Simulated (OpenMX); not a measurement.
BP:

```
P B
1.0
     0.00000    2.26900    2.26900
     2.26900    0.00000    2.26900
     2.26900    2.26900    0.00000
P B
1 1
Direct
  0.75000 0.75000 0.75000
  0.00000 0.00000 0.00000
```

Base run:

- Program: OpenMX 3.8.5
- Functional: PBE
- Potentials or basis: OpenMX 2013 PBE set, P7.0-s3p2d2f1, B7.0-s3p2d2, grid cutoff 300 Ry
- k mesh: 11 × 11 × 11
- Occupations: fermi-dirac, width 0.05 eV
- Spin: no spin polarisation

Its results: band gap on the k mesh 1.31 eV, indirect (least direct gap 3.44 eV); pressure 1.0 GPa.

Q: The run is repeated on the same cell with these changes: functional from PBE to LDA; potentials or basis from OpenMX 2013 PBE set, P7.0-s3p2d2f1, B7.0-s3p2d2, grid cutoff 300 Ry to OpenMX 2013 LDA set, P7.0-s2p2d1f1, B7.0-s2p2d1, grid cutoff 300 Ry. What comes out?

A: Band gap on the k mesh 1.28 eV, indirect (least direct gap 3.41 eV); pressure -5.3 GPa.

Caveats: the basis of atomic orbitals isn't converged, which shifts pressures, moduli and gaps.

A k mesh can miss the band edges.
